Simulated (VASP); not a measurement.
**SrO in VASP 6.6.1, single-point calculation**

INCAR

```
NBANDS = 15
EDIFF = 1E-7
LCHARG = .FALSE.
SIGMA = 0.02
ENCUT = 520
LREAL = .FALSE.
IBRION = -1
LASPH = .TRUE.
ISIF = 2
PREC = Accurate
GGA = PE
NELM = 120
ISMEAR = -1
NSW = 0
LWAVE = .FALSE.
```

KPOINTS

```
KPOINTS created by Atomic Simulation Environment
0
Gamma
8 8 8
0 0 0
```

POSCAR

```
Sr O
 1.0000000000000000
     0.0000000000000000    2.5798923258751905    2.5798923258751905
     2.5798923258751905    0.0000000000000000    2.5798923258751905
     2.5798923258751905    2.5798923258751905    0.0000000000000000
 Sr  O
   1   1
Cartesian
 -0.0000000000000000 -0.0000000000000000 -0.0000000000000000
  2.5798923258751905  2.5798923258751905  2.5798923258751905
```

The recommended PBE PAW datasets give the neutral cell 16 valence electrons.

Command

```
mpirun -np 1 vasp_std
```

Problem. How does this run end, and what does it give?

Solution. It converged. Results: gap between bands v and c on the k mesh 3.27 eV; least direct gap on the k mesh 3.37 eV; pressure 2.4 GPa. Band v is the last that the valence electrons fill when counted band by band, and c is the next.

OSZICAR

```
N       E                     dE             d eps       ncg     rms          rms(c)
DAV:   1     0.662364205145E+02    0.66236E+02   -0.84635E+03   870   0.104E+03
DAV:   2    -0.111128790405E+02   -0.77349E+02   -0.71347E+02  1180   0.221E+02
DAV:   3    -0.141872272764E+02   -0.30743E+01   -0.30570E+01  1127   0.388E+01
DAV:   4    -0.142474598590E+02   -0.60233E-01   -0.60227E-01  1097   0.528E+00
DAV:   5    -0.142490292377E+02   -0.15694E-02   -0.15694E-02  1062   0.652E-01    0.161E+01
DAV:   6    -0.121994316553E+02    0.20496E+01   -0.67046E+00   884   0.194E+01    0.190E+01
DAV:   7    -0.120567289110E+02    0.14270E+00   -0.30369E-01  1010   0.488E+00    0.110E+01
DAV:   8    -0.120459544806E+02    0.10774E-01   -0.11928E-01  1087   0.345E+00    0.417E-01
DAV:   9    -0.120472881001E+02   -0.13336E-02   -0.58786E-03  1120   0.485E-01    0.233E-01
DAV:  10    -0.120477462118E+02   -0.45811E-03   -0.43942E-04   975   0.197E-01    0.866E-02
DAV:  11    -0.120478938898E+02   -0.14768E-03   -0.14785E-04   926   0.898E-02    0.274E-02
DAV:  12    -0.120479124351E+02   -0.18545E-04   -0.27910E-05   933   0.387E-02    0.232E-02
DAV:  13    -0.120479124190E+02    0.16072E-07   -0.15850E-06   940   0.110E-02    0.333E-03
DAV:  14    -0.120479121394E+02    0.27958E-06   -0.13852E-07  1118   0.281E-03    0.225E-03
DAV:  15    -0.120479121330E+02    0.64517E-08   -0.84683E-09   505   0.879E-04
   1 F= -.12047912E+02 E0= -.12047912E+02  d E =-.856371E-13
```

For comparison, a separate PBE run of the intended cell, on usual settings and not on those above, gives a gap of 3.27 eV on its mesh and a pressure of 2.4 GPa.
